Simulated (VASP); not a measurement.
# BaTe (Pm-3m) in VASP: settings compared

One crystal, BaTe, is run at these levels: PBE, PBE0; tasks: G0W0 quasiparticle levels, band structure.

All numbers are computed with VASP 6.6.1; they aren't measurements. Logs are shortened: lines on timing, memory, paths and dates and some standing lists are left out, and cuts for length are marked.

**1. Starting point**

It takes space group Pm-3m (No. 221, cubic). Conventional cell: a = 4.262 Å, b = 4.262 Å, c = 4.262 Å, α = 90.00°, β = 90.00°, γ = 90.00°. Around Ba (site symmetry m-3m) lie 8 Te at 3.69 Å. Te (site symmetry m-3m) is surrounded by 8 Ba at 3.69 Å.

The cell comes from a database or a generator and needn't be the stable form of this composition.

**2. G0W0 quasiparticle levels, PBE**

Contents of POSCAR:

```
BaTe
1.0
    4.2624660000      0.0000000000      0.0000000000
    0.0000000000      4.2624660000      0.0000000000
    0.0000000000      0.0000000000      4.2624660000
Ba Te
1 1
Direct
    0.0000000000      0.0000000000      0.0000000000
    0.5000000000      0.5000000000      0.5000000000
```

Contents of INCAR.step1:

```
ALGO = Normal ; EDIFF = 1E-8
ENCUT = 450 ; GGA = PE
ISMEAR = 0 ; LASPH = T
LCHARG = F ; LREAL = F
LWAVE = T ; NELM = 100
PREC = Accurate ; SIGMA = 0.01
```

Contents of INCAR.step2:

```
ALGO = Exact ; EDIFF = 1E-8
ENCUT = 450 ; GGA = PE
ISMEAR = 0 ; ISTART = 1
LASPH = T ; LCHARG = F
LOPTICS = T ; LREAL = F
LWAVE = T ; NBANDS = 210
NELM = 1 ; PREC = Accurate
SIGMA = 0.01
```

Contents of INCAR.step3:

```
ALGO = EVGW0 ; EDIFF = 1E-8
ENCUT = 450 ; ENCUTGW = 110
GGA = PE ; ISMEAR = 0
ISTART = 1 ; LASPH = T
LCHARG = F ; LREAL = F
LWAVE = F ; NBANDS = 210
NBANDSGW = 16 ; NELMGW = 1
NOMEGA = 50 ; PREC = Accurate
PRECFOCK = Fast ; SIGMA = 0.01
```

Contents of KPOINTS:

```
k-points
0
Gamma
  4 4 4
```

Potentials or basis: VASP PAW PBE potentials, release 64 (Ba_sv_GW, Te_GW).

The run is started by

```sh
$ cat potpaw_PBE.64/Ba_sv_GW/POTCAR potpaw_PBE.64/Te_GW/POTCAR > POTCAR
$ cp INCAR.step1 INCAR
$ mpirun -np 1 vasp_std > vasp.out
$ cp INCAR.step2 INCAR
$ mpirun -np 1 vasp_std > vasp.out
$ cp INCAR.step3 INCAR
$ mpirun -np 1 vasp_std > vasp.out
```

OUTCAR:

```text
EDIFF = 1E-8
   ENCUT = 450
   ENCUTGW = 110
   GGA = PE
   ISMEAR = 0
   ISTART = 1
   LASPH = T
   LREAL = F
   NELMGW = 1
   PREC = Accurate
   PRECFOCK = Fast

 ion  position               nearest neighbor table
   1  0.000  0.000  0.000-
   2  0.500  0.500  0.500-

  LATTYP: Found a simple cubic cell.
 ALAT       =     4.2624660000

  Lattice vectors:

 A1 = (   4.2624660000,   0.0000000000,   0.0000000000)
 A2 = (   0.0000000000,   4.2624660000,   0.0000000000)
 A3 = (   0.0000000000,   0.0000000000,   4.2624660000)

Analysis of symmetry for initial positions (statically):
=====================================================================
 Subroutine PRICEL returns:
 Original cell was already a primitive cell.

 Routine SETGRP: Setting up the symmetry group for a
 simple cubic supercell.

 Subroutine GETGRP returns: Found 48 space group operations
 (whereof 48 operations were pure point group operations)
 out of a pool of 48 trial point group operations.

The static configuration has the point symmetry O_h .

Analysis of symmetry for dynamics (positions and initial velocities):
=====================================================================
 Subroutine PRICEL returns:
 Original cell was already a primitive cell.

 Routine SETGRP: Setting up the symmetry group for a
 simple cubic supercell.

 Subroutine GETGRP returns: Found 48 space group operations
 (whereof 48 operations were pure point group operations)
 out of a pool of 48 trial point group operations.

The dynamic configuration has the point symmetry O_h .

 Subroutine INISYM returns: Found 48 space group operations
 (whereof 48 operations are pure point group operations),
 and found     1 'primitive' translations

----------------------------------------------------------------------------------------

                                     Primitive cell

  volume of cell :      77.4431

  direct lattice vectors                    reciprocal lattice vectors
     4.262466000  0.000000000  0.000000000     0.234605977  0.000000000  0.000000000
     0.000000000  4.262466000  0.000000000     0.000000000  0.234605977  0.000000000
     0.000000000  0.000000000  4.262466000     0.000000000  0.000000000  0.234605977

  length of vectors
     4.262466000  4.262466000  4.262466000     0.234605977  0.234605977  0.234605977

  position of ions in fractional coordinates (direct lattice)
     0.000000000  0.000000000  0.000000000
     0.500000000  0.500000000  0.500000000

  ion indices of the primitive-cell ions
   primitive index   ion index
                 1           1
                 2           2

----------------------------------------------------------------------------------------

 KPOINTS: k-points

Automatic generation of k-mesh.
 Grid dimensions read from file:
 generate k-points for:    4    4    4

 Generating k-lattice:

  Cartesian coordinates                     Fractional coordinates (reciprocal lattice)
     0.058651494  0.000000000  0.000000000     0.250000000  0.000000000  0.000000000
     0.000000000  0.058651494  0.000000000     0.000000000  0.250000000  0.000000000
     0.000000000  0.000000000  0.058651494     0.000000000  0.000000000  0.250000000

  Length of vectors
     0.058651494  0.058651494  0.058651494

  Shift w.r.t. Gamma in fractional coordinates (k-lattice)
     0.000000000  0.000000000  0.000000000

 Subroutine IBZKPT returns following result:
 ===========================================

 Found     10 irreducible k-points:

 Following reciprocal coordinates:
            Coordinates               Weight
  0.000000  0.000000  0.000000      1.000000
  0.250000  0.000000  0.000000      6.000000
  0.500000  0.000000  0.000000      3.000000
  0.250000  0.250000  0.000000     12.000000
  0.500000  0.250000  0.000000     12.000000
  0.500000  0.500000  0.000000      3.000000
  0.250000  0.250000  0.250000      8.000000
  0.500000  0.250000  0.250000     12.000000
  0.500000  0.500000  0.250000      6.000000
  0.500000  0.500000  0.500000      1.000000
   k-points           NKPTS =     10   k-points in BZ     NKDIM =     64   number of bands    NBANDS=    210
   number of dos      NEDOS =    301   number of ions     NIONS =      2
   total plane-waves  NPLWV =  27000
   dimension x,y,z NGX =    30 NGY =   30 NGZ =   30
   dimension x,y,z NGXF=    60 NGYF=   60 NGZF=   60
   ions per type =               1   1
   NGX,Y,Z   is equivalent  to a cutoff of  11.70, 11.70, 11.70 a.u.
   NGXF,Y,Z  is equivalent  to a cutoff of  23.40, 23.40, 23.40 a.u.
 SYSTEM =  unknown system
   PREC   = accura    normal or accurate (medium, high low for compatibility)
   ISTART =      1    job   : 0-new  1-cont  2-samecut
   ICHARG =      0    charge: 1-file 2-atom 10-const
   ISPIN  =      1    spin polarized calculation?
   LNONCOLLINEAR =      F non collinear calculations
   LSORBIT =      F    spin-orbit coupling
   LASPH  =      T    aspherical Exc in radial PAW
   ENCUT  =  450.0 eV  33.07 Ry    5.75 a.u.   7.37  7.37  7.37*2*pi/ulx,y,z
   NELM   =     60;   NELMIN=  2; NELMDL=  0     # of ELM steps
   EDIFF  = 0.1E-07   stopping-criterion for ELM
   LREAL  =      F    real-space projection
   EDIFFG = 0.1E-06   stopping-criterion for IOM
   NSW    =      0    number of steps for IOM
   IBRION =     -1    ionic relax: 0-MD 1-quasi-New 2-CG
   NFREE  =      0    steps in history (QN), initial steepest desc. (CG)
   ISIF   =      0    stress and relaxation
   ISYM   =      3    0-nonsym 1-usesym 2-fastsym
   POTIM  = 0.5000    time-step for ionic-motion
   TEBEG  =    0.0;   TEEND  =   0.0 temperature during run
   PSTRESS=    0.0 pullay stress
   NELECT =      16.0000    total number of electrons
   NUPDOWN=      -1.0000    fix difference up-down
   EMIN   =  10.00;   EMAX   =-10.00  energy-range for DOS
   EFERMI =   0.00;   METHOD = LEGACY
   ISMEAR =     0;   SIGMA  =   0.01  broadening in eV -4-tet -1-fermi 0-gaus
   EFERMI_NEDOS =   21; number of points for ismear=-14 and -15
   IALGO  =     38    algorithm
   IMIX   =      4    mixing-type and parameters
     AMIX     =   0.40;   BMIX     =  1.00
     AMIX_MAG =   1.60;   BMIX_MAG =  1.00
  volume/ion in A,a.u.               =      38.72       261.31
  Fermi-wavevector in a.u.,A,eV,Ry     =   0.967804  1.828884 12.743813  0.936644
  Thomas-Fermi vector in A             =   2.097720
   LORBIT       =      0    0 simple, 1 ext, 2 COOP (PROOUT), +10 PAW based schemes
   GGA     = PE    functional components
   LHFCALC =     T    Hartree Fock is set to
   PRECFOCK=fast      Normal, Fast or Accurate (Low or Medium for compatibility)
   ENCUT4O =  -1.0   cutoff for four orbital integrals eV
   NKREDX  =     1    reduce k-point grid by
   NKREDY  =     1    reduce k-point grid by
   NKREDZ  =     1    reduce k-point grid by
   AEXX    =    1.0000 exact exchange contribution
   HFSCREEN=    0.0000 screening length (either q_TF or 0.3 A-1)
   HFSCREENC=   0.0000 screening length for correlation (either q_TF or 0.3 A-1)
   ENCUTFOCK=  -1.0 apply spherical cutoff to Coloumb kernel
   IVDW    =     0    specifies the selected vdW correction
   LEPSILON=     F    determine dielectric tensor
   LRPA    =     F    only Hartree local field effects (RPA)
   LRPAFORCE           =     F    calculate RPA forces
   ENCUTGW             = 110.0    cutoff for response function in eV
   ENCUTGWSOFT         =  88.0    soft cutoff for Coulomb kernel in GW response function in eV
   ENCUTLF             =  -1.0    cutoff for local field effects
   NELMGW              =     1    number of iterations in solving QP/BSE equation
   NELMHF              =     1    number of iterations in the inner HF iteration
   NKREDLFX            =     1    NKREDLFY  =   1   NKREDLFZ  =   1
 non-spin polarized calculation
 Gauss-broadening in eV      SIGMA  =   0.01
  energy-cutoff  :      450.00
  volume of cell :       77.44
 maximum number of plane-waves:      1743
 NGX is ok and might be reduce to    30
  NGX = 16; NGY = 16; NGZ = 16
   NGX = 15   NGY = 15   NGZ = 15
 maximum number of plane-waves:       216

 QP shifts <psi_nk| G(iteration)W_0 |psi_nk>: iteration 1
 for sc-GW calculations column KS-energies equals QP-energies in previous step
 and V_xc(KS)=  KS-energies - (<T + V_ion + V_H > + <T+V_H+V_ion>^1  + <V_x>^1)

 k-point   1 :       0.0000    0.0000    0.0000
  band No.  KS-energies  QP-energies   sigma(KS)   V_xc(KS)     V^pw_x(r,r')   Z            occupation Imag(sigma)

      1     -22.9082     -23.3034     -15.8373     -15.1576     -24.3653       0.5814       2.0000       1.1653
      2      -7.9447      -9.0267     -15.4311     -13.8941     -18.9553       0.7040       2.0000       0.3414
      3      -7.9447      -9.0267     -15.4311     -13.8941     -18.9553       0.7040       2.0000       0.3414
      4      -7.9447      -9.0267     -15.4311     -13.8941     -18.9553       0.7040       2.0000       0.3414
      5      -5.1707      -5.7621     -11.8008     -10.9215     -17.0799       0.6726       2.0000       1.1087
      6       4.7816       4.1146     -11.3267     -10.4402     -12.5154       0.7525       2.0000       0.1260
[... 8 lines left out ...]
     15      12.0319      14.9780      -8.5729     -12.6654      -2.2947       0.7199       0.0000      -0.2905
     16      12.0319      14.9780      -8.5729     -12.6654      -2.2947       0.7199       0.0000      -0.2905

 k-point   2 :       0.2500    0.0000    0.0000
  band No.  KS-energies  QP-energies   sigma(KS)   V_xc(KS)     V^pw_x(r,r')   Z            occupation Imag(sigma)

      1     -22.8950     -23.2887     -15.8471     -15.1713     -24.3713       0.5827       2.0000       1.1609
      2      -8.2392      -9.2835     -14.9712     -13.4644     -18.7761       0.6930       2.0000       0.4368
      3      -7.9196      -8.9979     -15.4546     -13.9241     -18.9640       0.7045       2.0000       0.3340
      4      -7.9196      -8.9979     -15.4546     -13.9241     -18.9640       0.7045       2.0000       0.3340
      5      -4.8010      -5.3976     -12.2271     -11.3553     -17.1818       0.6843       2.0000       0.9960
      6       2.9160       2.1949     -10.3857      -9.4050     -11.9402       0.7353       2.0000       0.1740
[... 8 lines left out ...]
     15      10.6372      11.7531      -8.0391      -9.5173      -3.1044       0.7549       0.0000      -0.2417
     16      12.3171      15.1603      -9.0236     -12.9962      -2.7884       0.7157       0.0000      -0.3154

 k-point   3 :       0.5000    0.0000    0.0000
  band No.  KS-energies  QP-energies   sigma(KS)   V_xc(KS)     V^pw_x(r,r')   Z            occupation Imag(sigma)

      1     -22.8820     -23.2741     -15.8564     -15.1852     -24.3774       0.5842       2.0000       1.1564
      2      -8.4913      -9.5108     -14.6574     -13.1724     -18.6596       0.6866       2.0000       0.5004
      3      -7.8944      -8.9691     -15.4784     -13.9550     -18.9712       0.7055       2.0000       0.3252
      4      -7.8944      -8.9691     -15.4784     -13.9550     -18.9712       0.7055       2.0000       0.3252
      5      -4.4323      -5.0184     -12.5671     -11.7244     -17.2607       0.6955       2.0000       0.9074
      6       1.8194       1.0295     -10.1286      -9.0353     -12.2199       0.7225       2.0000       0.2536
[... 114 lines left out ...]
      1     -22.8457     -23.2426     -15.8961     -15.2222     -24.3943       0.5888       2.0000       1.1480
      2      -8.2523      -9.3379     -15.1164     -13.5630     -18.7327       0.6988       2.0000       0.3686
      3      -8.2523      -9.3379     -15.1164     -13.5630     -18.7327       0.6988       2.0000       0.3686
      4      -8.0395      -9.1152     -15.3267     -13.7974     -18.8530       0.7034       2.0000       0.3328
      5      -4.4445      -4.9972     -12.1245     -11.3235     -17.0867       0.6901       2.0000       0.9956
      6       2.6878       1.9189     -10.6530      -9.6012     -12.4785       0.7310       2.0000       0.1940
[... 8 lines left out ...]
     15      11.8065      13.8729      -8.7509     -11.5758      -2.9009       0.7315       0.0000      -0.3460
     16      12.0984      12.7100      -9.4991     -10.3196      -4.4298       0.7454       0.0000      -0.4145

 k-point  10 :       0.5000    0.5000    0.5000
  band No.  KS-energies  QP-energies   sigma(KS)   V_xc(KS)     V^pw_x(r,r')   Z            occupation Imag(sigma)

      1     -22.8338     -23.2319     -15.9096     -15.2339     -24.4002       0.5892       2.0000       1.1445
      2      -8.2117      -9.2845     -15.1549     -13.6191     -18.7319       0.6985       2.0000       0.3434
      3      -8.2117      -9.2845     -15.1549     -13.6191     -18.7319       0.6985       2.0000       0.3434
      4      -8.2117      -9.2845     -15.1549     -13.6191     -18.7319       0.6985       2.0000       0.3434
      5      -4.2482      -4.7845     -12.2344     -11.4626     -17.1041       0.6948       2.0000       0.9658
      6       2.3023       1.5211     -10.4140      -9.3397     -12.3569       0.7271       2.0000       0.2207
[... 8 lines left out ...]
     15      11.5350      12.2528     -10.2099     -11.1858      -4.9835       0.7355       0.0000      -0.4468
     16      11.5350      12.2528     -10.2099     -11.1858      -4.9835       0.7355       0.0000      -0.4468
```

Run time: 5.4 min. Hardware: 1 thread of Intel Xeon Platinum 8488C (Sapphire Rapids), shared host; peak memory 0.94 GiB.

What came out:

```yaml
Band_gap_on_the_k_mesh_mean-field_level: 0.86 eV, indirect (least direct gap 1.06 eV)
Quasiparticle_gap: 1.67 eV
Least_direct_quasiparticle_gap: 1.86 eV
```

Caveat: bands, screening cutoff and mesh are small and nothing is extrapolated, so the quasiparticle values aren't converged; spin-orbit coupling is left out, which moves the levels of the heavy elements.

[end of part 1 of 2]
